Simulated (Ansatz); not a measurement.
Ag, 4 atoms in the cell. Symmetry: P6_3/mmc, No. 194, hexagonal system. Conventional cell: a = 2.886 Å, b = 2.886 Å, c = 10.000 Å, α = 90.00°, β = 90.00°, γ = 120.00°. Ag (site symmetry -3m) is surrounded by 12 Ag at 2.89 to 3.00 Å. Around Ag (site symmetry -6m2) lie 12 Ag at 2.89 to 3.00 Å. This isn't the form of Ag at room conditions, which is fcc.

```yaml
Program: Ansatz 0.2.0
Task: relaxation of cell and atoms
Functional: PBEsol
Potentials_or_basis: PseudoDojo stringent (PBEsol files)
Cutoff: 1116 eV
Density_cutoff: 4463 eV
k_mesh: 11 × 11 × 3
Occupations: fermi-dirac, width 0.05 eV
Spin: no spin polarisation
```

Potentials or basis: PseudoDojo stringent (PBEsol files).

Launch:

```bash
$ ansatz run input.yaml --threads 2 --pin off --max-ram 5632MiB --backend cpu --events-out ev --progress --plain --runs-dir out
```

Hardware: 2 threads of AMD EPYC 9R45 96-Core Processor (Zen 5), on a shared host.

**Question.** Estimate the wall time of this run.

**Answer.** Run time: 21 s on 2 threads of AMD EPYC 9R45 96-Core Processor (Zen 5) (shared host), peak memory 0.69 GiB. Counts: scf iterations 42, plane waves 5637, k points 32, bands 46, ion steps 8.
